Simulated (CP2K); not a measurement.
Crystal: TaN.

```xyz
6
Lattice="5.1960 0.0000 0.0000 -2.5980 4.4999 0.0000 0.0000 0.0000 2.9110" Properties=species:S:1:pos:R:3 pbc="T T T"
Ta    0.0000    0.0000    0.0000
Ta    2.5980    1.5000    1.4555
Ta    0.0000    2.9999    1.4555
N    -1.0206    1.7678    0.0000
N     1.5774    2.7321    0.0000
N     2.0412    0.0000    0.0000
```

Program: CP2K 2026.2. Alike in all runs: task single point; potentials or basis POTENTIAL_UZH Ta GTH-PBE-q13, N GTH-PBE-q5; DZVP-MOLOPT-PBE-GTH basis; no spin polarisation; cell as given; k mesh 6 × 6 × 9; smearing fermi-dirac 0.05 eV.

**Question.** Order these runs on this cell by their pressure, lowest first.
A. level PBEsol
B. level PW91
C. level vdW-DF2; cutoff of the non-local correlation (Ry) 300
D. level LDA

**Answer.** D (-8.3 GPa), A (-5.2 GPa), B (1.7 GPa), C (17.9 GPa).

Caveats: the potentials were made for another functional, which shifts forces and pressure; the basis of atomic orbitals isn't converged, which shifts pressures, moduli and gaps.

Runs at the PBE level aren't shown here.
